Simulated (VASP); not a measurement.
Write the native input for VASP 6.6.1 that does the following.

```yaml
Task: relaxation of cell and atoms
Functional: BLYP
Dispersion: D4
Potentials_or_basis: VASP PAW PBE potentials, release 64 (Zr_sv, S)
Cutoff: 600 eV
k_mesh: 9 × 9 × 9
Occupations: fermi-dirac, width 0.05 eV
Spin: no spin polarisation
Further_INCAR_settings: ALGO = Fast; EDIFF = 1e-06; IBRION = 2; EDIFFG = -0.01; NSW = 60; ISIF = 3
```

The structure of ZrS lies in POSCAR:

```
ZrS
1.0
    0.0000000000      2.6250000000      2.6250000000
    2.6250000000      0.0000000000      2.6250000000
    2.6250000000      2.6250000000      0.0000000000
Zr S
1 1
Direct
    0.0000000000      0.0000000000      0.0000000000
    0.5000000000      0.5000000000      0.5000000000
```

One way to write it, as run:

INCAR

```
PREC = Accurate ; ENCUT = 600
EDIFF = 1E-6 ; ISMEAR = -1
SIGMA = 0.05 ; LREAL = False
LASPH = True ; NELM = 60
ALGO = Fast ; ISIF = 3
LWAVE = False ; LCHARG = False
GGA = B5 ; ALDAX = 1.0
AGGAX = 1.0 ; AGGAC = 1.0
ALDAC = 0.0 ; IVDW = 13
VDW_S6 = 1.0 ; VDW_S8 = 2.34076671
VDW_A1 = 0.44488865 ; VDW_A2 = 4.0933009
IBRION = 2 ; NSW = 60
EDIFFG = -0.01
```

KPOINTS

```
regular mesh
0
Gamma
  9 9 9
```

Potentials or basis: VASP PAW PBE potentials, release 64 (Zr_sv, S).

Run with:

```console
$ cat potpaw_PBE.64/Zr_sv/POTCAR potpaw_PBE.64/S/POTCAR > POTCAR
$ mpirun -np 1 vasp_std > vasp.out
```

Results of the run:

```json
{
  "Relaxed volume": "18.04 Å³/atom",
  "Relaxed cell": "a = 3.709 Å, b = 3.709 Å, c = 3.709 Å, α = 60.00°, β = 60.00°, γ = 60.00°",
  "Space group after relaxing (to 0.05 Å)": "Fm-3m (No. 225)",
  "Energy gained by relaxing": "0.1 meV/atom",
  "Ionic steps": "3",
  "Pressure after relaxing": "0.0 GPa",
  "Dispersion energy per atom": "-0.619 eV"
}
```

Caveat: the PAW data sets were made with another functional, which shifts forces and pressure a little.

Run time: 110 s on 1 thread of Intel(R) Xeon(R) Platinum 8488C (Sapphire Rapids), with other jobs on the host, peak memory 0.17 GiB.
